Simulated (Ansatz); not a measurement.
Crystal: AlNi.

```
Ni Al
1.0
     2.88100    0.00000    0.00000
     0.00000    2.88100    0.00000
     0.00000    0.00000    2.88100
Ni Al
1 1
Direct
  0.50000 0.50000 0.50000
  0.00000 0.00000 0.00000
```

```yaml
Program: Ansatz 0.2.0
Task: relaxation of cell and atoms
Functional: RPBE
Dispersion: D3(BJ)
Potentials_or_basis: Ansatz PAW
Cutoff: "420 eV (not typed: the program's choice for these potentials)"
k_mesh: 9 × 9 × 9
Occupations: fermi-dirac, width 0.05 eV
Spin: collinear spin, ferromagnetic start
Starting_moments: "[1.0, 0.0] μB"
```

At the start: volume 11.96 Å³/atom.

Problem. How do energy, volume and symmetry change on relaxing?

Solution. It ends after 5 steps and the volume is 10.39 Å³/atom (-13.1 %); space group Pm-3m (No. 221, to 0.05 Å); moment 0.00 μB per cell.

Step by step:
```csv
step,energy change (eV),largest force (eV/Å),volume (Å³)
1,0.0000,0.0000,23.91
2,-0.2404,0.0000,21.81
3,-0.2734,0.0000,20.49
4,-0.2760,0.0000,20.77
5,-0.2744,0.0000,20.77
```

Final structure:
```xyz
2
Lattice="2.7489 0.0000 0.0000 0.0000 2.7489 0.0000 0.0000 0.0000 2.7489" Properties=species:S:1:pos:R:3 pbc="T T T"
Ni    1.3744    1.3744    1.3744
Al    0.0000    0.0000    0.0000
```

Caveat: the plane-wave basis is chosen anew once the cell has moved, so the energies of steps on either side of that aren't comparable; the volume moved by -13 % from the deposited cell, more than functionals usually miss; pairwise dispersion overbinds metals, which lowers pressure and volume; the PAW data sets come from PBE, with cores solved anew for the run's functional, which leaves a small shift of forces and pressure; the starting moments weren't kept.
